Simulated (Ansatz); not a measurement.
Na:

```
CELL_PARAMETERS angstrom
3.70038 0.00000 0.00000
-1.85019 3.20463 0.00000
0.00000 0.00000 12.53732
ATOMIC_POSITIONS crystal
Na 0.66667 0.33333 0.75000
Na 0.00000 0.00000 0.50000
Na 0.33333 0.66667 0.25000
Na 0.00000 0.00000 0.00000
```

This isn't the form of Na at room conditions, which is bcc.

- Program: Ansatz 0.2.0
- Task: relaxation of cell and atoms
- Functional: PBEsol
- Potentials or basis: all-electron LAPW, scalar-relativistic
- Basis error allowed: 0.002 eV/atom
- k mesh: 8 × 8 × 3
- Occupations: fermi-dirac, width 0.05 eV
- Spin: no spin polarisation

At the start: volume 37.17 Å³/atom.

Problem. Where does the relaxation end?

Solution. Over 5 steps the energy falls by 4.8 meV/atom and the volume is 36.40 Å³/atom (-2.1 %); space group P6_3/mmc (No. 194, to 0.05 Å).

The path:
| step | energy change (eV) | largest force (eV/Å) | volume (Å³) |
| --- | --- | --- | --- |
| 1 | 0.0000 | 0.0000 | 148.67 |
| 2 | -0.0075 | 0.0000 | 148.08 |
| 3 | -0.0187 | 0.0000 | 145.12 |
| 4 | -0.0190 | 0.0000 | 145.60 |
| 5 | -0.0190 | 0.0000 | 145.60 |

Final structure:
```
Na
1.0
     3.74836    0.00000    0.00000
    -1.87418    3.24617    0.00000
     0.00000    0.00000   11.96604
Na
4
Direct
  0.66667 0.33333 0.75000
  0.00000 0.00000 0.50000
  0.33333 0.66667 0.25000
  0.00000 0.00000 0.00000
```
